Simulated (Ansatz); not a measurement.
Runs of Ansatz 0.2.0 on KBr. The structure is cubic, space group Fm-3m (No. 225). The conventional cell has a = 6.600 Å, b = 6.600 Å, c = 6.600 Å, α = 90.00°, β = 90.00°, γ = 90.00°. Br (site symmetry m-3m) is surrounded by 6 K at 3.30 Å. K (site symmetry m-3m) has 6 Br at 3.30 Å as nearest neighbours. 

```tsv
level	cutoff (eV)	gap on the mesh (eV)	pressure (GPa)	relaxed volume (Å³/atom)
revPBE	420	4.40	0.0	40.94
r2SCAN	500	5.07	0.0	36.01
RPBE	420	4.40	0.0	(a)
BLYP	420	(b)	0.0	39.55
PBEsol	420	(c)	0.0	35.11
```

Alike in all rows: task relaxation of cell and atoms; potentials or basis Ansatz PAW; no spin polarisation; cell relaxed; k mesh 7 × 7 × 7; smearing fermi-dirac 0.05 eV.

**Question.** Fill in the values left out.

**Answer.** (a) 41.43; (b) 4.18; (c) 4.34.

Caveats: odd divisions of the mesh miss points on the zone boundary, where band edges often lie, so the gap on the mesh can be too wide; the plane-wave basis is chosen anew once the cell has moved, so the energies of steps on either side of that aren't comparable; the PAW data sets come from PBE, with cores solved anew for the run's functional, which leaves a small shift of forces and pressure; the volume moved by over 15 % at a fixed basis, so the end points are rough (some runs).

A k mesh can miss the band edges, and the runs leave out spin-orbit coupling on Br.

Runs at the PBE level aren't shown here.
